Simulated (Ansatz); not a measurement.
# InP: the cost of one run

Computed with Ansatz 0.2.0 (DFT PBE, scalar-relativistic, plane waves, PAW, unless a step's input says otherwise).

1 further run of the same task is left out (set aside as unsound or not needed).

## (1) The starting structure

The structure is cubic, space group Fm-3m (No. 225). The conventional cell has a = 5.544 Å, b = 5.544 Å, c = 5.544 Å, α = 90.00°, β = 90.00°, γ = 90.00°. In (site symmetry m-3m) is surrounded by 6 P at 2.77 Å. P (site symmetry m-3m) has 6 In at 2.77 Å as nearest neighbours.

Coordinates:

```
CELL_PARAMETERS angstrom
0.00000 2.77198 2.77198
2.77198 0.00000 2.77198
2.77198 2.77198 0.00000
ATOMIC_POSITIONS crystal
In 0.00000 0.00000 0.00000
P 0.50000 0.50000 0.50000
```

This cell was relaxed beforehand with the same method: volume 21.30 Å³/atom, gap on the mesh none (metal).

## (2) The cell under 9 GPa

At a set pressure the run lowers the enthalpy E + PV, so the energy alone may rise along the way.

File input.yaml:

```yaml
crystal:
  lattice:
    - [0.0, 2.7719816254, 2.7719816254]
    - [2.7719816254, 0.0, 2.7719816254]
    - [2.7719816254, 2.7719816254, 0.0]
  atoms:
    - { symbol: In, position: [0.0, 0.0, 0.0] }
    - { symbol: P, position: [0.5, 0.5, 0.5] }
basis:
  ecutwfc: 420
kpoints:
  mp_grid: { grid: [14, 14, 14] }
hamiltonian:
  xc: pbe
scf:
  occupations: { method: fermi_dirac, width: 0.15 }
output:
  forces: true
  stress: true
  eigenvalues: true
relax:
  adjacent_minimum: "off"
  f_tol: 0.001
  max_steps: 60
  cell: { stress_tol: 0.02, p_target: 9.0 }
```

Command:

```sh
$ ansatz run input.yaml --threads 1 --pin off --max-ram 3072MiB --backend cpu --events-out ev --progress --plain --runs-dir out
```

What time and memory should one allow on 1 thread of Arm Neoverse V1, shared host?

About 26 s, with a peak of 0.36 GiB.
